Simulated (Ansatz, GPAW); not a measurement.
# One calculation of Mo, 3 ways

```
CELL_PARAMETERS angstrom
-1.58381 1.58381 1.58381
1.58381 -1.58381 1.58381
1.58381 1.58381 -1.58381
ATOMIC_POSITIONS crystal
Mo 0.00000 0.00000 0.00000
```

Alike in all runs: task single point; functional PBE; k mesh 12 × 12 × 12; occupations gaussian, width 0.017 eV; no spin polarisation; no spin-orbit coupling. Pressure is positive in compression and, in plane waves, holds the error of the finite cutoff, which Ansatz's Pulay term estimates and takes out.

```tsv
program and potentials	plane-wave cutoff (eV)	notes	band gap (eV)	pressure (GPa)
Ansatz, Ansatz PAW	420	Pulay term of +0.05 GPa included	no gap	-1.93
Ansatz, all-electron LAPW, scalar-relativistic	-	-	?	?
GPAW, GPAW PAW data sets (gpaw-data 1.2.1)	600	-	no gap	-2.30
```

Task: Estimate from the other rows what the run with Ansatz, all-electron LAPW, scalar-relativistic gave.

Result: No band gap; pressure -1.94 GPa. The other rows, which needn't bracket it: pressure -2.30 to -1.93.
